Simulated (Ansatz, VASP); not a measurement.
C: VASP beside Ansatz

```
C
1.0
    -1.09899    1.09899    1.55415
     1.09899   -1.09899    1.55415
     1.09899    1.09899   -1.55415
C
2
Direct
  0.62500 0.87500 0.75000
  0.37500 0.12500 0.25000
```

Alike in both runs: functional PBE; k mesh 27 × 27 × 27; occupations fermi-dirac, width 0.05 eV; no spin polarisation.

Ansatz relaxed the structure, and its values are those at the end. VASP's run is a single point on that final structure, the one shown.

|  | VASP | Ansatz |
| --- | --- | --- |
| version | VASP 6.6.1 | Ansatz 0.2.0 |
| potentials or method | VASP PAW PBE potentials, release 64 (C), cutoff 520 eV | all-electron LAPW, scalar-relativistic |

|  | VASP | Ansatz | Ansatz less VASP |
| --- | --- | --- | --- |
| gap on the k mesh at the Fermi level (eV) | 5.17 | 5.19 | +0.021 |

Ansatz ran all-electron here, so the differences hold the error of VASP's frozen core and of both bases.

Caveats: an odd mesh through Γ misses points on the zone boundary, where band edges often lie.
